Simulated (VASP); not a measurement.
# Ti (P6_3/mmc) in VASP: settings compared

Aim: see how the results for Ti move with the level of theory and the settings. Levels: PBEsol+D3, optPBE-vdW, PBEsol, TB-mBJ. Tasks: equation of state, band structure, density of states, optical spectrum.

Program: VASP 6.6.1. These are calculated values, not measurements. Logs are shortened: lines on timing, memory, paths and dates and some standing lists are left out, and cuts for length are marked.

## Step 1: The crystal as given

It takes space group P6_3/mmc (No. 194, hexagonal). Conventional cell: a = 2.950 Å, b = 2.950 Å, c = 4.680 Å, α = 90.00°, β = 90.00°, γ = 120.00°. Around Ti (site symmetry -6m2) lie 12 Ti at 2.89 to 2.95 Å.

## Step 2: Equation of state, PBEsol+D3

File run.py:

```python
from ase.calculators.vasp import Vasp
from ase.eos import EquationOfState
from ase.io import Trajectory
from ase.io import read
from ase.units import GPa

atoms = read('Ti.cif', primitive_cell=True, subtrans_included=False)
calc = Vasp(
    directory='calc',
    xc='pbesol',
    pp='PBE',
    setups='minimal',
    prec='Accurate',
    encut=500,
    ediff=1e-07,
    ismear=1,
    sigma=0.1,
    lreal=False,
    lasph=True,
    nelm=80,
    algo='Fast',
    isif=2,
    lwave=False,
    lcharg=False,
    ivdw=11,
    kpts=[10, 10, 6],
    gamma=True,
)
atoms.calc = calc
cell = atoms.cell.copy()
volumes, energies = [], []
traj = Trajectory('eos.traj', 'w')
for x in [0.94, 0.96, 0.98, 1.0, 1.02, 1.04, 1.06]:
    atoms.set_cell(cell * x ** (1 / 3), scale_atoms=True)
    volumes.append(atoms.get_volume())
    energies.append(atoms.get_potential_energy())
    traj.write(atoms)
    print(f'{x:5.2f} {volumes[-1]:12.5f} {energies[-1]:14.6f}')

v0, e0, B = EquationOfState(volumes, energies, eos='vinet').fit()
print(f'V0 = {v0:.4f} A^3, E0 = {e0:.6f} eV, B = {B / GPa:.2f} GPa')
```

File Ti.cif:

```cif
data_Ti
_cell_length_a 2.95000000
_cell_length_b 2.95000000
_cell_length_c 4.68000000
_cell_angle_alpha 90.00000000
_cell_angle_beta 90.00000000
_cell_angle_gamma 120.00000000
_space_group_name_H-M_alt 'P6_3/mmc'
_space_group_name_Hall '-P 6c 2c'
_space_group_IT_number 194
loop_
_space_group_symop_operation_xyz
'x,y,z'
'-x,-y,-z'
'x-y,x,z+1/2'
'-x+y,-x,-z+1/2'
'-y,x-y,z'
'y,-x+y,-z'
'-x,-y,z+1/2'
'x,y,-z+1/2'
'-x+y,-x,z'
'x-y,x,-z'
'y,-x+y,z+1/2'
'-y,x-y,-z+1/2'
'-y,-x,-z+1/2'
'y,x,z+1/2'
'-x,-x+y,-z'
'x,x-y,z'
'-x+y,y,-z+1/2'
'x-y,-y,z+1/2'
'y,x,-z'
'-y,-x,z'
'x,x-y,-z+1/2'
'-x,-x+y,z+1/2'
'x-y,-y,-z'
'-x+y,y,z'
loop_
_atom_site_label
_atom_site_type_symbol
_atom_site_symmetry_multiplicity
_atom_site_Wyckoff_symbol
_atom_site_fract_x
_atom_site_fract_y
_atom_site_fract_z
_atom_site_occupancy
Ti1 Ti 2 c 0.6666666667 0.3333333333 0.7500000000 1
```

Potentials or basis: VASP PAW PBE potentials, release 64 (Ti).

Run with:

```console
$ python run.py
```

Log:

```text
0.94     33.15495     -17.319032
 0.96     33.86037     -17.292607
 0.98     34.56580     -17.256784
 1.00     35.27122     -17.212431
 1.02     35.97665     -17.160343
 1.04     36.68207     -17.101246
 1.06     37.38750     -17.035806
<dir> UserWarning: The minimum volume of your fit is not in your volumes.  You may not have a minimum in your dataset!
  warnings.warn(
V0 = 31.8262 A^3, E0 = -17.339809 eV, B = 127.47 GPa
```

OUTCAR:

```text
ENCUT = 500.000000
   EDIFF = 1.00e-07
   GGA = PS
   PREC = Accurate
   ISIF = 2
   ISMEAR = 1
   NELM = 80
   IVDW = 11
   LASPH = .TRUE.
   LREAL = .FALSE.
 IVDW          = 11

 ion  position               nearest neighbor table
   1  0.667  0.333  0.750-   2 2.95   2 2.95   2 2.95   2 2.95   2 2.95   2 2.95
   2  0.333  0.667  0.250-   1 2.95   1 2.95   1 2.95   1 2.95   1 2.95   1 2.95

  LATTYP: Found a hexagonal cell.
 ALAT       =     3.0078578261
 C/A-ratio  =     1.5864406780

  Lattice vectors:

 A1 = (   3.0078578261,   0.0000000000,   0.0000000000)
 A2 = (  -1.5039289131,   2.6048812884,   0.0000000000)
 A3 = (   0.0000000000,   0.0000000000,   4.7717880089)

Analysis of symmetry for initial positions (statically):
=====================================================================
 Subroutine PRICEL returns:
 Original cell was already a primitive cell.

 Routine SETGRP: Setting up the symmetry group for a
 hexagonal supercell.

 Subroutine GETGRP returns: Found 24 space group operations
 (whereof 12 operations were pure point group operations)
 out of a pool of 24 trial point group operations.

The static configuration has the point symmetry D_3d.
 The point group associated with its full space group is D_6h.

Analysis of symmetry for dynamics (positions and initial velocities):
=====================================================================
 Subroutine PRICEL returns:
 Original cell was already a primitive cell.

 Routine SETGRP: Setting up the symmetry group for a
 hexagonal supercell.

 Subroutine GETGRP returns: Found 24 space group operations
 (whereof 12 operations were pure point group operations)
 out of a pool of 24 trial point group operations.

The dynamic configuration has the point symmetry D_3d.
 The point group associated with its full space group is D_6h.

 Subroutine INISYM returns: Found 24 space group operations
 (whereof 12 operations are pure point group operations),
 and found     1 'primitive' translations

----------------------------------------------------------------------------------------

                                     Primitive cell

  volume of cell :      37.3875

  direct lattice vectors                    reciprocal lattice vectors
     3.007857826  0.000000000  0.000000000     0.332462522  0.191947327  0.000000000
    -1.503928913  2.604881288  0.000000000     0.000000000  0.383894654  0.000000000
     0.000000000  0.000000000  4.771788009     0.000000000  0.000000000  0.209565052

  length of vectors
     3.007857826  3.007857826  4.771788009     0.383894654  0.383894654  0.209565052

  position of ions in fractional coordinates (direct lattice)
     0.666666667  0.333333333  0.750000000
     0.333333333  0.666666667  0.250000000

  ion indices of the primitive-cell ions
   primitive index   ion index
                 1           1
                 2           2

----------------------------------------------------------------------------------------

 KPOINTS: KPOINTS created by Atomic Simulation Env

Automatic generation of k-mesh.
 Grid dimensions read from file:
 generate k-points for:   10   10    6

 Generating k-lattice:

  Cartesian coordinates                     Fractional coordinates (reciprocal lattice)
[... 40 lines left out ...]
  0.400000  0.100000  0.166667     24.000000
 [... further k-points ...]
   k-points           NKPTS =     56   k-points in BZ     NKDIM =     56   number of bands    NBANDS=      8
   number of dos      NEDOS =    301   number of ions     NIONS =      2
   total plane-waves  NPLWV =  20736
   dimension x,y,z NGX =    24 NGY =   24 NGZ =   36
   dimension x,y,z NGXF=    48 NGYF=   48 NGZF=   72
   ions per type =               2
   NGX,Y,Z   is equivalent  to a cutoff of  13.26, 13.26, 12.54 a.u.
   NGXF,Y,Z  is equivalent  to a cutoff of  26.53, 26.53, 25.08 a.u.
 SYSTEM =  unknown system
   PREC   = accura    normal or accurate (medium, high low for compatibility)
   ISTART =      0    job   : 0-new  1-cont  2-samecut
   ICHARG =      2    charge: 1-file 2-atom 10-const
   ISPIN  =      1    spin polarized calculation?
   LNONCOLLINEAR =      F non collinear calculations
   LSORBIT =      F    spin-orbit coupling
   LASPH  =      T    aspherical Exc in radial PAW
   ENCUT  =  500.0 eV  36.75 Ry    6.06 a.u.   5.48  5.48  8.70*2*pi/ulx,y,z
   NELM   =     80;   NELMIN=  2; NELMDL=  0     # of ELM steps
   EDIFF  = 0.1E-06   stopping-criterion for ELM
   LREAL  =      F    real-space projection
   EDIFFG = 0.1E-05   stopping-criterion for IOM
   NSW    =      0    number of steps for IOM
   IBRION =     -1    ionic relax: 0-MD 1-quasi-New 2-CG
   NFREE  =      0    steps in history (QN), initial steepest desc. (CG)
   ISIF   =      2    stress and relaxation
   ISYM   =      2    0-nonsym 1-usesym 2-fastsym
   POTIM  = 0.5000    time-step for ionic-motion
   TEBEG  =    0.0;   TEEND  =   0.0 temperature during run
   PSTRESS=    0.0 pullay stress
   NELECT =       8.0000    total number of electrons
   NUPDOWN=      -1.0000    fix difference up-down
   EMIN   =  10.00;   EMAX   =-10.00  energy-range for DOS
   EFERMI =   0.00;   METHOD = LEGACY
   ISMEAR =     1;   SIGMA  =   0.10  broadening in eV -4-tet -1-fermi 0-gaus
   EFERMI_NEDOS =   21; number of points for ismear=-14 and -15
   IALGO  =     68    algorithm
   IMIX   =      4    mixing-type and parameters
     AMIX     =   0.40;   BMIX     =  1.00
     AMIX_MAG =   1.60;   BMIX_MAG =  1.00
  volume/ion in A,a.u.               =      18.69       126.15
  Fermi-wavevector in a.u.,A,eV,Ry     =   0.979180  1.850383 13.045187  0.958794
  Thomas-Fermi vector in A             =   2.110014
   LORBIT       =      0    0 simple, 1 ext, 2 COOP (PROOUT), +10 PAW based schemes
   GGA     = PS    functional components
   LHFCALC =     F    Hartree Fock is set to
   AEXX    =    0.0000 exact exchange contribution
   IVDW    =    11    specifies the selected vdW correction
   LEPSILON=     F    determine dielectric tensor
   LRPA    =     F    only Hartree local field effects (RPA)
 non-spin polarized calculation
 RMM-DIIS sequential band-by-band and
 Methfessel and Paxton  Order N= 1 SIGMA  =   0.10
  energy-cutoff  :      500.00
  volume of cell :       37.39
 maximum number of plane-waves:       972
 NGX is ok and might be reduce to    24
   NGX = 11   NGY = 11   NGZ = 17

 number of electron       8.0000001 magnetization

 Free energy of the ion-electron system (eV)
  ---------------------------------------------------
  ext. energy  EPLUGINS =         0.00000000
  ---------------------------------------------------
  free energy    TOTEN  =       -16.38205572 eV

  energy without entropy =      -16.38095333  energy(sigma->0) =      -16.38168826

 E-fermi :   2.5108     XC(G=0): -10.8614

 val. band max:        2.5064140409   @ k =   0.2000   0.0000   0.3333
 cond. band min:       2.5116080201   @ k =   0.3000   0.3000   0.3333
 fundamental gap:      0.0051939792
 Fermi energy:         2.5107555895

 k-point     1 :       0.0000    0.0000    0.0000
  band No.  band energies     occupation
      1      -3.4175      2.00000
      2       0.0431      2.00000
      3       3.1204     -0.00000
      4       3.2309     -0.00000
      5       3.2309     -0.00000
      6       3.3120     -0.00000
      7       3.6680     -0.00000
      8       3.6680     -0.00000
[... 243 lines left out ...]
 k-point    24 :       0.4000    0.1000    0.1667
  band No.  band energies     occupation
      1       0.1927      2.00000
      2       0.7713      2.00000
      3       1.2275      2.00000
      4       1.6857      2.00000
      5       2.9113     -0.00000
      6       3.2183     -0.00000
      7       3.5518     -0.00000
      8       5.2515      0.00000

 [... further k-points ...]

------------------------ aborting loop because EDIFF is reached ----------------------------------------

 Edisp (eV)   -0.65412

 E8    (eV) :    -0.4102

  FORCE on cell =-STRESS in cart. coord.  units (eV):
  Direction    XX          YY          ZZ          XY          YZ          ZX
  --------------------------------------------------------------------------------------
  -------------------------------------------------------------------------------------
  Total      -3.58710    -3.58710    -3.70212    -0.00000     0.00000     0.00000
  in kB    -153.71892  -153.71892  -158.64815    -0.00000     0.00000     0.00000
  external pressure =     -155.36 kB  Pullay stress =        0.00 kB

 VOLUME and BASIS-vectors are now :
 -----------------------------------------------------------------------------
  energy-cutoff  :      500.00
  volume of cell :       37.39
      direct lattice vectors                 reciprocal lattice vectors
     3.007857826  0.000000000  0.000000000     0.332462522  0.191947327  0.000000000
    -1.503928913  2.604881288  0.000000000     0.000000000  0.383894654  0.000000000
     0.000000000  0.000000000  4.771788009     0.000000000  0.000000000  0.209565052

 POSITION                                       TOTAL-FORCE (eV/Angst)
 -----------------------------------------------------------------------------------
      1.50393      0.86829      3.57884         0.000000      0.000000      0.000000
     -0.00000      1.73659      1.19295        -0.000000     -0.000000      0.000000
 -----------------------------------------------------------------------------------
    total drift:                                0.000000     -0.000000     -0.000000

  FREE ENERGIE OF THE ION-ELECTRON SYSTEM (eV)
  ---------------------------------------------------
  free  energy   TOTEN  =       -17.0361732602 eV

  energy  without entropy=      -17.0350708746  energy(sigma->0) =      -17.03580580
```

INCAR:

```text
ENCUT = 500.000000
SIGMA = 0.100000
EDIFF = 1.00e-07
ALGO = Fast
GGA = PS
PREC = Accurate
ISIF = 2
ISMEAR = 1
NELM = 80
IVDW = 11
LASPH = .TRUE.
LCHARG = .FALSE.
LWAVE = .FALSE.
LREAL = .FALSE.
```

Wall time 76 s (1 thread of Intel Xeon 6975P-C (Granite Rapids), shared host); peak memory 0.16 GiB.

What came out:

- Equilibrium volume: 15.91 Å³/atom (rough: see the caveat)
- Bulk modulus at fixed shape and positions: 128 GPa (rough)

Energy against volume, from the lowest point:
```tsv
volume (Å³/atom)	energy (meV/atom)
16.577	0.00
16.930	13.21
17.283	31.12
17.636	53.30
17.988	79.34
18.341	108.89
18.694	141.61
```

Caveat: the minimum lies outside the volumes run; the cell was scaled at fixed shape and fractional positions, which overstates the stiffness of a crystal with free parameters, most of all of layers and chains; the PAW data sets were made with another functional, which shifts forces and pressure a little.

## Step 3: Band structure, optPBE-vdW

File run.py:

```python
from ase.calculators.vasp import Vasp
from ase.dft.bandgap import bandgap
from ase.io import read

atoms = read('Ti.cif', primitive_cell=True, subtrans_included=False)
calc = Vasp(
    directory='calc',
    xc='optpbe-vdw',
    pp='PBE',
    setups='recommended',
    prec='Accurate',
    encut=520,
    ediff=1e-06,
    ismear=1,
    sigma=0.1,
    lreal=False,
    lasph=True,
    nelm=100,
    algo='Normal',
    isif=2,
    lwave=False,
    lcharg=True,
    lmaxmix=4,
    kpts=[10, 10, 6],
    gamma=True,
    nbands=19,
)
atoms.calc = calc

print('energy (eV):', atoms.get_potential_energy())
print('free energy (eV):', atoms.get_potential_energy(force_consistent=True))
efermi = calc.get_fermi_level()
print('Fermi level (eV):', efermi)
path = atoms.cell.bandpath(npoints=40, eps=1e-4)
print('path:', path.path)
calc.set(kpts=path.kpts, reciprocal=True, icharg=11, isym=0, lcharg=False)
calc.calculate(atoms)
print('gap on the path (eV):', bandgap(calc, efermi=efermi)[0])
print('direct gap on the path (eV):', bandgap(calc, efermi=efermi, direct=True)[0])
```

Ti.cif is that of step 2.

Potentials or basis: VASP PAW PBE potentials, release 64 (Ti_sv).

Run with:

```console
$ python run.py
```

Log:

```text
<dir> UserWarning: vdW has been enabled, however no location for the vdw_kernel.bindat file has been specified. Set ASE_VASP_VDW environment variable to copy the vdW kernel.
  warnings.warn(
energy (eV): -9.26562486
free energy (eV): -9.26631195
Fermi level (eV): 8.12999753
path: GMKGALHA,LM,KH
gap on the path (eV): 0.0
direct gap on the path (eV): 0.0
```

OUTCAR:

```text
ENCUT = 520.000000
   EDIFF = 1.00e-06
   GGA = OR
   PREC = Accurate
   ICHARG = 11
   ISIF = 2
   ISMEAR = 1
   ISYM = 0
   NELM = 100
   LASPH = .TRUE.
   LREAL = .FALSE.

 ion  position               nearest neighbor table
   1  0.667  0.333  0.750-   2 2.89   2 2.89   2 2.89   2 2.89   2 2.89   2 2.89
   2  0.333  0.667  0.250-   1 2.89   1 2.89   1 2.89   1 2.89   1 2.89   1 2.89

IMPORTANT INFORMATION: All symmetrisations will be switched off!
[... 673 lines left out ...]
  in kB       17.2464053    -64.1320645    -29.8423050    167.9164287     -0.0022038      0.0010584
  external PRESSURE =     -25.5759881 kB  Pullay stress =       0.0000000 kB

 VOLUME and BASIS-vectors are now :
 -----------------------------------------------------------------------------
  energy-cutoff  :      520.00
  volume of cell :       35.27
      direct lattice vectors                 reciprocal lattice vectors
     2.950000000  0.000000000  0.000000000     0.338983051  0.195711956  0.000000000
    -1.475000000  2.554774941  0.000000000     0.000000000  0.391423911  0.000000000
     0.000000000  0.000000000  4.680000000     0.000000000  0.000000000  0.213675214

 POSITION                                       TOTAL-FORCE (eV/Angst)
 -----------------------------------------------------------------------------------
      1.47500      0.85159      3.51000        -0.674226     -0.312082     -0.000002
     -0.00000      1.70318      1.17000         0.674226      0.312082      0.000002
 -----------------------------------------------------------------------------------
    total drift:                                0.000013      0.000027      0.000026

  FREE ENERGIE OF THE ION-ELECTRON SYSTEM (eV)
  ---------------------------------------------------
  free  energy   TOTEN  =        -9.4329739633 eV

  energy  without entropy=       -9.4336075629  energy(sigma->0) =       -9.43318516

Total vdW correction in eV:      3.9268232
```

INCAR:

```text
AGGAC = 0.000000
ENCUT = 520.000000
SIGMA = 0.100000
EDIFF = 1.00e-06
ALGO = Normal
GGA = OR
PREC = Accurate
ICHARG = 11
ISIF = 2
ISMEAR = 1
ISYM = 0
LMAXMIX = 4
NBANDS = 19
NELM = 100
LASPH = .TRUE.
LCHARG = .FALSE.
LUSE_VDW = .TRUE.
LWAVE = .FALSE.
LREAL = .FALSE.
```

It took 51 s on 1 thread of Intel Xeon 6975P-C (Granite Rapids), shared host; peak memory 0.31 GiB.

What came out:

| Property | Result |
| --- | --- |
| Band gap along the path | none (metal or under the smearing width) |

Levels at the corners of the path, in eV from the Fermi level:
| point | band 9 | band 10 | band 11 | band 12 | band 13 | band 14 | band 15 | band 16 |
| --- | --- | --- | --- | --- | --- | --- | --- | --- |
| Γ | -6.05 | -2.62 | 0.75 | 0.75 | 0.80 | 0.84 | 1.23 | 1.23 |
| M | -2.27 | -2.09 | -1.78 | -0.58 | 0.48 | 0.62 | 1.14 | 3.24 |
| K | -1.62 | -1.35 | -1.35 | -1.23 | 0.24 | 0.24 | 1.47 | 2.95 |
| Γ | -6.05 | -2.62 | 0.75 | 0.75 | 0.80 | 0.84 | 1.23 | 1.23 |
| A | -4.23 | -4.23 | 0.07 | 0.07 | 0.66 | 0.66 | 0.66 | 0.66 |
| L | -2.46 | -2.46 | -0.80 | -0.80 | 1.34 | 1.34 | 1.69 | 1.69 |
| H | -1.18 | -1.18 | -1.04 | -1.04 | -0.21 | -0.21 | 1.63 | 1.63 |
| A | -4.23 | -4.23 | 0.07 | 0.07 | 0.66 | 0.66 | 0.66 | 0.66 |
| L | -2.46 | -2.46 | -0.80 | -0.80 | 1.34 | 1.34 | 1.69 | 1.69 |
| M | -2.27 | -2.09 | -1.78 | -0.58 | 0.48 | 0.62 | 1.14 | 3.24 |
| K | -1.62 | -1.35 | -1.35 | -1.23 | 0.24 | 0.24 | 1.47 | 2.95 |
| H | -1.18 | -1.18 | -1.04 | -1.04 | -0.21 | -0.21 | 1.63 | 1.63 |

Caveat: the log is that of the step along the path at fixed density, whose energy, stress, charges and moments have no meaning; the PAW data sets were made with another functional, which shifts forces and pressure a little.

(Part 1 of 2 ends here.)
